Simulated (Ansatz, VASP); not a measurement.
## One calculation of Cd2S, two programs

```
Cd S
1.0
     3.80416    0.00000    0.00000
    -1.90208    3.29450    0.00000
     0.00000    0.00000    5.80919
Cd S
2 1
Direct
  0.33333 0.66667 0.93272
  0.66667 0.33333 0.57873
  0.33333 0.66667 0.36571
```

Change from the starting cell: strain_xy = -0.04.

Alike in both runs: functional PBEsol; k mesh 8 × 8 × 5; occupations fermi-dirac, width 0.05 eV; no spin polarisation.

|  | VASP | Ansatz |
| --- | --- | --- |
| version | VASP 6.6.1 | Ansatz 0.2.0 |
| potentials or method | VASP PAW PBE potentials, release 64 (Cd, S), cutoff 520 eV | all-electron LAPW, scalar-relativistic |
| task | single point | band structure |

```csv
,VASP,Ansatz,Ansatz less VASP
gap on the k mesh at the Fermi level (eV),0.16,0.16,-0.001
least direct gap on the mesh (eV),0.60,0.60,-0.001
pressure (GPa),0.5,0.1,-0.37
largest component of the traceless stress (GPa),1.65,1.72,+0.069
rms of the force components (eV/Å),0.133,0.125,-0.0080
```

Atom by atom the forces differ by 0.013 eV/Å (rms over components). Ansatz ran all-electron here, so the differences hold the error of VASP's frozen core and of both bases.

Caveats: the PAW data sets were made with another functional, which shifts forces and pressure a little (VASP); an odd mesh through Γ misses points on the zone boundary, where band edges often lie (VASP).
